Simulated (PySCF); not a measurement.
## Basis-set dependence of population analyses: `Oc1ccccc1`

Compound: C6H6O.
SMILES with atom numbers: `[OH:1][c:2]1[cH:3][cH:4][cH:5][cH:6][cH:7]1` (hydrogens: H8 on O1; H9 on C3; H10 on C4; H11 on C5; H12 on C6; H13 on C7)

PBE0 throughout (PySCF), one geometry, spherical d and f functions. The structure is a single PBE0-D3(BJ)/def2-SVP conformer in the gas phase; no vibrational or solvent corrections. Atoms taken as equivalent share a column and are averaged. The first 7 of 9 kinds of atom are listed.

Mulliken charges (e):

| basis | functions | O1 | C2 | C3/C7 | C4/C6 | C5 | H8 | H9/H13 |
| --- | --- | --- | --- | --- | --- | --- | --- | --- |
| STO-3G | 41 | -0.249 | +0.094 | -0.113 | -0.082 | -0.101 | +0.236 | +0.081 |
| pcSseg-0 | 75 | -0.645 | +0.192 | -0.198 | -0.242 | -0.238 | +0.391 | +0.234 |
| 6-31G | 75 | -0.635 | +0.245 | -0.162 | -0.177 | -0.169 | +0.386 | +0.172 |
| 6-31G* | 110 | -0.662 | +0.365 | -0.230 | -0.169 | -0.181 | +0.429 | +0.169 |
| cc-pVDZ | 128 | -0.188 | +0.060 | -0.022 | +0.007 | -0.016 | +0.149 | +0.005 |
| def2-SVP | 128 | -0.213 | +0.143 | -0.065 | -0.021 | -0.024 | +0.182 | +0.010 |
| pcSseg-1 | 149 | -0.373 | +0.168 | -0.128 | -0.085 | -0.097 | +0.235 | +0.102 |
| aug-cc-pVDZ | 215 | -0.692 | +0.894 | +0.426 | +0.756 | +0.322 | +0.177 | -0.672 |
| 6-311+G(2d,p) | 225 | -0.424 | +0.112 | -0.013 | -0.157 | -0.155 | +0.276 | +0.104 |
| def2-TZVP | 253 | -0.384 | +0.263 | -0.207 | -0.111 | -0.141 | +0.319 | +0.113 |
| cc-pVTZ | 294 | -0.270 | +0.204 | -0.167 | -0.114 | -0.136 | +0.212 | +0.102 |
| IGLO-III | 305 | -0.385 | +0.275 | -0.157 | -0.087 | -0.131 | +0.275 | +0.087 |

IAO charges (e):

```tsv
basis	functions	O1	C2	C3/C7	C4/C6	C5	H8	H9/H13
STO-3G	41	-0.273	+0.106	-0.181	-0.133	-0.159	+0.271	+0.135
pcSseg-0	75	-0.433	+0.185	-0.203	-0.139	-0.176	+0.350	+0.151
6-31G	75	-0.459	+0.192	-0.202	-0.140	-0.176	+0.359	+0.153
6-31G*	110	-0.466	+0.218	-0.202	-0.133	-0.173	+0.359	+0.145
cc-pVDZ	128	-0.464	+0.220	-0.206	-0.136	-0.177	+0.363	+0.147
def2-SVP	128	-0.459	+0.216	-0.203	-0.133	-0.174	+0.360	+0.145
pcSseg-1	149	-0.470	+0.216	-0.206	-0.138	-0.178	+0.364	+0.150
aug-cc-pVDZ	215	-0.487	+0.221	-0.208	-0.140	-0.181	+0.374	+0.153
6-311+G(2d,p)	225	-0.487	+0.222	-0.207	-0.140	-0.180	+0.373	+0.152
def2-TZVP	253	-0.485	+0.225	-0.208	-0.139	-0.180	+0.372	+0.151
cc-pVTZ	294	-0.483	+0.224	-0.209	-0.139	-0.180	+0.372	+0.151
IGLO-III	305	-0.488	+0.223	-0.208	-0.141	-0.181	+0.375	+0.153
```

Hirshfeld charges (e):

```
        basis  functions      O1      C2   C3/C7   C4/C6      C5      H8  H9/H13
       STO-3G         41  -0.125  +0.070  -0.061  -0.026  -0.046  +0.146  +0.026
     pcSseg-0         75  -0.186  +0.075  -0.077  -0.043  -0.062  +0.183  +0.045
        6-31G         75  -0.196  +0.073  -0.075  -0.045  -0.063  +0.181  +0.048
       6-31G*        110  -0.188  +0.072  -0.075  -0.046  -0.065  +0.182  +0.047
      cc-pVDZ        128  -0.172  +0.071  -0.077  -0.046  -0.065  +0.180  +0.045
     def2-SVP        128  -0.179  +0.076  -0.078  -0.046  -0.066  +0.182  +0.045
     pcSseg-1        149  -0.183  +0.074  -0.077  -0.047  -0.067  +0.180  +0.047
  aug-cc-pVDZ        215  -0.184  +0.070  -0.077  -0.050  -0.070  +0.177  +0.052
6-311+G(2d,p)        225  -0.186  +0.067  -0.077  -0.050  -0.069  +0.180  +0.052
    def2-TZVP        253  -0.186  +0.070  -0.077  -0.049  -0.069  +0.181  +0.050
      cc-pVTZ        294  -0.182  +0.072  -0.077  -0.049  -0.068  +0.180  +0.049
     IGLO-III        305  -0.185  +0.070  -0.077  -0.050  -0.069  +0.179  +0.051
```

ESP-fitted charges (e):

```
        basis  functions      O1      C2   C3/C7   C4/C6      C5      H8  H9/H13
       STO-3G         41  -0.463  +0.437  -0.294  -0.026  -0.168  +0.341  +0.119
     pcSseg-0         75  -0.694  +0.631  -0.447  -0.036  -0.293  +0.466  +0.201
        6-31G         75  -0.685  +0.543  -0.371  -0.057  -0.253  +0.469  +0.177
       6-31G*        110  -0.565  +0.415  -0.323  -0.082  -0.213  +0.421  +0.169
      cc-pVDZ        128  -0.520  +0.400  -0.330  -0.066  -0.222  +0.400  +0.166
     def2-SVP        128  -0.553  +0.441  -0.344  -0.054  -0.232  +0.411  +0.167
     pcSseg-1        149  -0.576  +0.466  -0.367  -0.066  -0.247  +0.420  +0.183
  aug-cc-pVDZ        215  -0.568  +0.458  -0.340  -0.077  -0.228  +0.403  +0.175
6-311+G(2d,p)        225  -0.582  +0.453  -0.340  -0.091  -0.226  +0.417  +0.179
    def2-TZVP        253  -0.571  +0.449  -0.340  -0.076  -0.232  +0.414  +0.174
      cc-pVTZ        294  -0.545  +0.429  -0.335  -0.068  -0.230  +0.402  +0.170
     IGLO-III        305  -0.564  +0.438  -0.328  -0.081  -0.220  +0.406  +0.171
```

Some averages cover members that differ in this geometry, most widely: C4/C6, Mulliken in aug-cc-pVDZ +0.654 to +0.858; H9/H13, Mulliken in aug-cc-pVDZ -0.764 to -0.579; C3/C7, ESP-fitted in aug-cc-pVDZ -0.397 to -0.284; C3/C7, ESP-fitted in IGLO-III -0.381 to -0.275 e.

Question: Which scheme is steadiest as the basis changes?

Answer: Largest range over the bases for any column: Hirshfeld 0.07 e, IAO 0.22 e, ESP-fitted 0.23 e, Mulliken 1.00 e. Hirshfeld charges move least and Mulliken charges most, counted in e. Without the minimal STO-3G basis the ranges are Hirshfeld 0.02, IAO 0.06, ESP-fitted 0.23, Mulliken 1.00 e.

Question: How much do the charges still move between the two largest bases, cc-pVTZ and IGLO-III?

Answer: At most, over all atoms: Mulliken 0.115 e, IAO 0.006 e, Hirshfeld 0.003 e, ESP-fitted 0.019 e.

Question: What do the same runs give for the total energy, the frontier levels and the dipole moment?

Answer: 
```
        basis  energy (Eh)  HOMO (eV)  LUMO (eV)  μ (D)
       STO-3G    -303.2659      -4.06       2.92   1.37
     pcSseg-0    -306.4154      -6.59      -0.16   1.61
        6-31G    -307.0287      -6.30       0.18   1.59
       6-31G*    -307.1036      -6.20       0.19   1.38
      cc-pVDZ    -307.1366      -6.33      -0.03   1.33
     def2-SVP    -306.8943      -6.43      -0.12   1.36
     pcSseg-1    -307.0776      -6.54      -0.26   1.37
  aug-cc-pVDZ    -307.1549      -6.52      -0.35   1.28
6-311+G(2d,p)    -307.2011      -6.52      -0.34   1.33
    def2-TZVP    -307.2269      -6.50      -0.27   1.33
      cc-pVTZ    -307.2190      -6.46      -0.21   1.30
     IGLO-III    -307.2334      -6.52      -0.34   1.29
```

The dipole is fixed by the density alone, so its range of 0.33 D shows that the density itself changes with the basis, not only its division among atoms.
